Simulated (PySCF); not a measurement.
# C3H8S: the cost of one run

The runs use PySCF 2.14.0, with density-fitted response routines of our own; the level of theory stands in each step. All values are computed, except where a source is named. Atoms count from 0, in the outputs and in this text.

## (1) Starting geometry

12 atoms, charge 0, multiplicity 1; geometry from: MMFF94s. The atoms were then displaced at random by about 0.03 Å, so the start is not that level's minimum.

Bonds of the start (Å): C0–C1 1.43, C1–C2 1.51, C2–S3 1.97, C0–H4 1.17, C0–H5 1.17, C0–H6 1.06, C1–H7 1.09, C1–H8 1.15, C2–H9 1.12, C2–H10 1.04, S3–H11 1.37.

## (2) Relaxing the molecule at PBE0-D3(BJ)/def2-SVP

The job: settings as JSON, then the geometry in Å.

```
{"job": {"xc": "PBE0", "basis": "def2-SVP", "d3": "d3bj", "grid": 1, "shake": 0.03, "kind": "geom"}, "charge": 0, "multiplicity": 1}
C     -1.490790    -0.252660    -0.004370
C     -0.093840    -0.553340     0.060250
C      0.742770     0.638070    -0.343000
S      2.659870     0.203580    -0.229540
H     -1.833440     0.104280    -1.065280
H     -1.803430     0.663370     0.654540
H     -2.141750    -1.041170     0.261800
H      0.160940    -1.373070    -0.615050
H      0.141680    -0.850950     1.147280
H      0.615860     1.485170     0.382380
H      0.560650     0.960770    -1.313470
H      2.596940    -0.066810     1.115460
```

Command:

```
$ OMP_NUM_THREADS=1 python probes_run.py task.json out
```

The driver reads the jobs from task.json and runs them one after another.

Q: Estimate the wall time and peak memory of this first job on 1 thread of Arm Neoverse V1, shared host.

About 27 s, with a peak of 0.4 GiB.
